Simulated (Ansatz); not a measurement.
**Two-dimensional strain map in Ge**

The calculation used DFT PBE, scalar-relativistic, plane waves, PAW (Ansatz). Settings: plane waves to 420 eV, k-mesh 14×14×14 (Γ-centred), Gaussian smearing 0.15 eV. No spin polarisation. Energies are free energies at this smearing, counted from the undisturbed cell; pressure is positive in compression.

Zero of the scan (as given, not relaxed at this level; it stands at 3.7 GPa):

```
CELL_PARAMETERS angstrom
0.00000 2.82877 2.82877
2.82877 0.00000 2.82877
2.82877 2.82877 0.00000
ATOMIC_POSITIONS crystal
Ge 0.50000 0.50000 0.50000
Ge 0.75000 0.75000 0.75000
```

The cell is strained by p along both x and y and by q along z, fractional coordinates fixed. Points are written (p, q).

Energy above the undisturbed cell in meV/atom (a dash: not computed):

```csv
p \ q,-0.050,-0.025,0.000,0.025,0.050
-0.050,218.9,?,121.1,94.0,79.9
-0.025,?,70.9,42.1,?,20.7
0.000,48.6,18.5,0.0,-7.7,-5.4
0.025,18.2,-1.8,-11.8,-12.2,-4.0
0.050,15.5,?,1.3,6.7,19.9
```

Fill in the withheld energies.

(-0.050, -0.025): 162.4; (-0.025, -0.050): 113.1; (-0.025, 0.025): 25.7; (0.050, -0.025): 4.0.